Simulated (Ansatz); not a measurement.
A: C (graphite type, space group P6_3/mmc), a = b = 2.465 Å, c = 6.730 Å, α = β = 90.00°, γ = 120.00°
B: Tl2O (space group R-3m), a = b = 3.5698 Å, c = 37.7324 Å, α = β = 90.00°, γ = 120.00°
C: Sb2Te3 (Bi2Te3 type, space group R-3m), a = b = 4.276 Å, c = 29.825 Å, α = β = 90.00°, γ = 120.00°

Scan: energy against volume (even scaling of the relaxed cell, symmetry kept). All come from one method, each on a k mesh of its own. All were relaxed with their symmetry unable to fall. Spin-orbit coupling is left out.

Q: Rank these by bulk modulus at fixed cell shape (fitted) (lowest first), as PBE-D3(BJ) (plane waves to 420 eV, PAW, scalar-relativistic; Ansatz, an electronic-structure program) gives it.

A: B (26.6 GPa), C (40.7 GPa), A (291 GPa)

(Under strain, the slope of the energy per volume gives the stress and its curvature an elastic modulus.)
